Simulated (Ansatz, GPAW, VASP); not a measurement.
# LiCl: programs and potentials compared

```xyz
2
Lattice="0.0000 2.5648 2.5648 2.5648 0.0000 2.5648 2.5648 2.5648 0.0000" Properties=species:S:1:pos:R:3 pbc="T T T"
Cl    2.5648    2.5648    2.5648
Li    0.0000    0.0000    0.0000
```

Alike in all runs: task single point; functional PBE; k mesh 9 × 9 × 9; occupations gaussian, width 0.02 eV; no spin polarisation; no spin-orbit coupling. Pressure is positive in compression and, in plane waves, holds the error of the finite cutoff.

```tsv
program and potentials	plane-wave cutoff (eV)	notes	pressure (GPa)
VASP, PBE PAW files Cl_GW, Li_GW, 550 eV	550	-	?
Ansatz, all-electron LAPW, scalar-relativistic	-	-	0.40
GPAW, GPAW PAW data sets (gpaw-data 1.2.1)	800	-	0.51
```

**Question.** Estimate from the other rows what the run with VASP, PBE PAW files Cl_GW, Li_GW, 550 eV gave.

**Answer.** Pressure 0.43 GPa. The other rows, which needn't bracket it: pressure 0.40 to 0.51.
